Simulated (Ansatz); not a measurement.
# KBr: the cost of one run

Program: Ansatz 0.2.0. Level of theory: DFT PBE, scalar-relativistic, plane waves, PAW. These are calculated values, not measurements.

1 further run of the same task is left out (it didn't finish).

### 1 The starting structure

It takes space group Cmmm (No. 65, orthorhombic). Conventional cell: a = 4.622 Å, b = 6.385 Å, c = 6.375 Å, α = 90.00°, β = 90.00°, γ = 90.00°. K (site symmetry mmm) has 4 Br at 3.94 Å and 4 K at 3.94 Å as nearest neighbours. Br (site symmetry mmm) has 4 K at 3.94 Å and 4 Br at 3.94 Å as nearest neighbours.

Structure file:

```xyz
2
Lattice="2.3109 -3.1926 0.0000 2.3109 3.1926 0.0000 0.0000 0.0000 6.3754" Properties=species:S:1:pos:R:3 pbc="T T T"
K     0.0000    0.0000    0.0000
Br    2.3109    0.0000    3.1877
```

The cell is invented: species swapped into a database cell of BaSr (Cmmm, No. 65), with K on the Ba sites and Br on the Sr sites. Lengths come from tabulated atomic sizes and are only a guess.

### 2 A first look at the guess

Contents of input.yaml:

```yaml
crystal:
  lattice:
    - [2.31090237, -3.19259193, 0.0]
    - [2.31090237, 3.19259193, 0.0]
    - [0.0, 0.0, 6.37540422]
  atoms:
    - { symbol: K, position: [0.0, 0.0, 0.0] }
    - { symbol: Br, position: [0.5, 0.5, 0.5] }
basis:
  ecutwfc: 420
kpoints:
  mp_grid: { grid: [4, 4, 4] }
hamiltonian:
  xc: pbe
scf:
  occupations: { method: gaussian, width: 0.1 }
  lower_state_search: "off"
output:
  forces: true
  stress: true
  eigenvalues: true
```

The run is started by

```sh
$ ansatz run input.yaml --threads 1 --pin off --max-ram 2560MiB --backend cpu --events-out ev --progress --plain --runs-dir out
```

What time and memory should one allow on 1 thread of Arm Neoverse V1, shared host?

About 1.9 s, with a peak of 0.31 GiB.
